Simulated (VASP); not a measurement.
# Settings for TiC: energy along a vibration (SMASS = -2)

TiC, Fm-3m (no. 225), atoms displaced along the mode, 2 atoms in the cell. PBEsol, energy along a line of displacements; PAW potentials Ti, C (PBE set). VASP 6.6.1.

Wanted: harmonic frequency within 1 %.

Space group without the displacement: Fm-3m (no. 225); Mode: optical mode at Gamma along [111].

POSCAR:
```
TiC
1.0
    0.0000000000      2.1657188437      2.1657188437
    2.1657188437      0.0000000000      2.1657188437
    2.1657188437      2.1657188437      0.0000000000
Ti C
1 1
Direct
   -0.0021389920     -0.0021389920     -0.0021389920
    0.5085244469      0.5085244469      0.5085244469

    0.0023162277   0.0023162277   0.0023162277
   -0.0092307777  -0.0092307777  -0.0092307777
```

The series start from k mesh: 8 × 8 × 8; Cutoff (eV): 520; Step along the mode (Å): 0.02; Electronic threshold (eV): 1e-7. Each series keeps the choices made before it, and each single choice may use up half of a tolerance.

## k mesh

| k mesh | Harmonic frequency (THz) | Time (s) |
|---|---|---|
| 3 × 3 × 3 | 16.07 | 18 |
| 5 × 5 × 5 | 12.35 | 30 |
| 6 × 6 × 6 | 12.98 | 38 |
| 8 × 8 × 8 | 16.65 | 85 |
| 9 × 9 × 9 | 16.51 | 91 |
| 12 × 12 × 12 (reference) | 16.19 | 192 |

Chosen: 12 × 12 × 12; the next looser run is off by more than half of the tolerance, so convergence isn't shown beyond this value.

## Cutoff (eV)

| Cutoff (eV) | Harmonic frequency (THz) | Time (s) |
|---|---|---|
| 280 | 16.4 | 160 |
| 340 | 16.25 | 150 |
| 400 | 16.2 | 183 |
| 460 | 16.19 | 190 |
| 520 | 16.19 | 192 |
| 600 (reference) | 16.19 | 208 |

Chosen: 340, the loosest value from which every tighter one stays within half of the tolerance.

## Electronic threshold (eV)

| Electronic threshold (eV) | Harmonic frequency (THz) | Time (s) |
|---|---|---|
| 0.001 | 16.29 | 73 |
| 0.0001 | 16.25 | 91 |
| 1e-5 | 16.25 | 98 |
| 1e-6 | 16.25 | 130 |
| 1e-7 | 16.25 | 150 |
| 1e-8 (reference) | 16.25 | 162 |

Chosen: 0.001.

## All choices together

| Input | Harmonic frequency (THz) | Time (s) |
|---|---|---|
| defaults on a coarse mesh (naive) | 16.71 | 3.9 |
| chosen settings | 16.29 | 73 |
| reference settings throughout | 16.18 | 202 |

The chosen settings stay within the tolerance of the reference run, but the reference itself isn't shown to be converged in: k mesh.

## The input

INCAR:
```
SYSTEM = TiC
GGA = PS
PREC = Accurate
ENCUT = 340
EDIFF = 0.001
ALGO = Normal
LREAL = .False.
LASPH = .True.
ISMEAR = 1
SIGMA = 0.15
ISYM = 0
LWAVE = .False.
LCHARG = .False.
IBRION = 0
SMASS = -2
POTIM = 1
NSW = 9
NELMIN = 4
IWAVPR = 11
KPAR = 2
```

KPOINTS:
```
Automatic mesh
0
Gamma
  12 12 12
  0 0 0
```

Commands:
```
cat potpaw_PBE.64/Ti/POTCAR potpaw_PBE.64/C/POTCAR > POTCAR
mpirun -np 2 vasp_std > vasp.out
```

Limits: NELMIN = 4 forces that many electronic steps, so a loose EDIFF looks better here than it is.

The chosen input took VASP 6.6.1 73 s on 2 cores (Intel Xeon Platinum 8259CL @ 2.50GHz (Skylake/Cascade Lake)), a shared host.
